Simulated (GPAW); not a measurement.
**Al in GPAW: the effect of strain biaxial xy**

Crystal: Al.

```
Al
1.0
     2.69996    0.00000    0.00000
    -1.34998    2.33823    0.00000
     0.00000    0.00000    4.86685
Al
2
Direct
  0.33333 0.66667 0.25000
  0.66667 0.33333 0.75000
```

This isn't the form of Al at room conditions, which is fcc.

Alike in all runs:

- Program: GPAW 26.7.0
- Task: single point
- Functional: PBEsol
- Potentials or basis: PAW data sets generated in the run's folder for this functional
- Cutoff: 600 eV
- Basis: pw
- k mesh: 11 × 11 × 6
- Occupations: fermi-dirac, width 0.05 eV
- Spin: no spin polarisation
- Maxiter: 150

| strain biaxial xy | pressure (GPa) |
| --- | --- |
| -0.04 | ? |
| -0.02 | 2.4 |
| -0.01 | 0.6 |
| 0 | -1.2 |
| 0.01 | -2.7 |
| 0.02 | -4.1 |
| 0.04 | -6.3 |

Q: What does the run with strain biaxial xy -0.04 give?

A: Pressure 6.7 GPa.

Worked out: A parabola through the other rows of the pressure, of slope -231 GPa per unit of strain biaxial xy there, extrapolates to 6.7 GPa, against the run's 6.7.

Caveats: the density grid can change from cell to cell, which puts small steps into energies and stress.
